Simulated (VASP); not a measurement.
Write the native input for VASP 6.6.1 that does the following.

```
Task                   : relaxation of cell and atoms
Functional             : LDA
Potentials or basis    : VASP PAW LDA potentials, release 64 (Ti_sv, S)
Cutoff                 : 600 eV
k mesh                 : 12 × 12 × 7
Occupations            : methfessel-paxton, width 0.1 eV
Spin                   : no spin polarisation
Further INCAR settings : ALGO = Normal; EDIFF = 1e-06; IBRION = 2; EDIFFG = -0.01; NSW = 90; ISIF = 3
```

The structure of TiS2 lies in POSCAR:

```
TiS2
1.0
    3.4120000000      0.0000000000      0.0000000000
   -1.7060000000      2.9548786777      0.0000000000
    0.0000000000      0.0000000000      5.6950000000
Ti S
1 2
Direct
    0.0000000000      0.0000000000      0.0000000000
    0.3333333333      0.6666666667      0.2500000000
    0.6666666667      0.3333333333      0.7500000000
```

The input as run:

INCAR

```
  PREC = Accurate
  ENCUT = 600
  EDIFF = 1E-6
  ISMEAR = 1
  SIGMA = 0.1
  LREAL = False
  LASPH = True
  NELM = 80
  ALGO = Normal
  ISIF = 3
  LWAVE = False
  LCHARG = False
  GGA = CA
  IBRION = 2
  NSW = 90
  EDIFFG = -0.01
```

KPOINTS

```
regular mesh
0
Gamma
  12 12 7
```

Potentials or basis: VASP PAW LDA potentials, release 64 (Ti_sv, S).

Run with:

```console
$ cat potpaw_LDA.64/Ti_sv/POTCAR potpaw_LDA.64/S/POTCAR > POTCAR
$ mpirun -np 1 vasp_std > vasp.out
```

Results of the run:

| Quantity | Value |
| --- | --- |
| Relaxed volume | 17.27 Å³/atom |
| Relaxed cell | a = 3.314 Å, b = 3.314 Å, c = 5.447 Å, α = 90.00°, β = 90.00°, γ = 120.00° |
| Space group after relaxing (to 0.05 Å) | P-3m1 (No. 164) |
| Energy gained by relaxing | 29.8 meV/atom |
| Ionic steps | 19 |
| Pressure after relaxing | 0.0 GPa |
| Band gap on the k mesh | none (metal or under the smearing width) |

It took 15 min on 1 thread of Intel(R) Xeon(R) Platinum 8488C (Sapphire Rapids), with other jobs on the host, peak memory 0.27 GiB.
